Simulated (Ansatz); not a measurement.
# Gap against strain: armchair WS2 nanoribbon (N = 7, bare edges)

Set-up. Ansatz 0.2.0, plane waves with PAW datasets, PBE, Fermi-Dirac smearing of 0.05 eV, no spin-orbit coupling. The period is scaled from its relaxed value of 5.465 Å and the atoms relax, within the symmetry of the start, at each strain ε (in %); gaps, in eV, are read on a band path.

```
period (Å)  energy (eV a cell)  place of the conduction minimum (Γ = 0, Z = 1)   ε     gap
     5.247              +0.345                                            0.00  −4   0.372
     5.465               0.000                                            0.00   0  0.3843
     5.575              +0.078                                            0.00   2    0.39
     5.684              +0.299                                            0.00   4   0.394
     5.793              +0.648                                            0.00   6   0.396
```

One run is withheld: period (Å) = 5.356, with ε = −2. Fit a straight line gap = a + b × ε to the 5 rows shown and predict it.

**Fit.** The means are 1.6 for ε and 0.3873 for gap. The sum of products of deviations is 0.1459 and the sum of squares in ε is 59.2, so b = 0.1459 / 59.2 = 0.002464 and a = 0.3873 − (0.002464) × 1.6 = 0.3833. The residuals' standard deviation, with 3 degrees of freedom, is σ = 0.0019.

**Prediction.** gap = 0.3833 + (0.002464) × −2 = 0.3784. The run gave 0.377, so the prediction less the run is +0.0014. The standard error of a prediction there, σ√(1 + 1/5 + (−2 − 1.6)²/59.2), is 0.0023, and the miss is 0.6 times that, for a point between the fitted rows. With so few rows σ is itself uncertain.

The gap widens at every step from compression to tension.

**Limits.** Kohn-Sham gaps of a wire among periodic images, which in a check on one flat ribbon (7 Å apart) lowered the gap by 0.2 eV and flattened the slope; the slope b × 100 is a mean deformation potential of the gap, in eV per unit strain. Between neighbouring runs it lies between 0.1 and 0.4 eV, so a bend, a kink or scatter between runs makes one line a rough account. The unstrained row comes from a denser mesh than the others, which shifts its energy a little. Series of this kind are told only where this holds: a gap at every strain (compound wires with polar facets were set aside first). 88 of 101 did.

[Logs are printed without paths, hosts, clocks, repeated set-up lines and the standing remarks that a program may print on its own settings, such as how far it seeks lower states.]
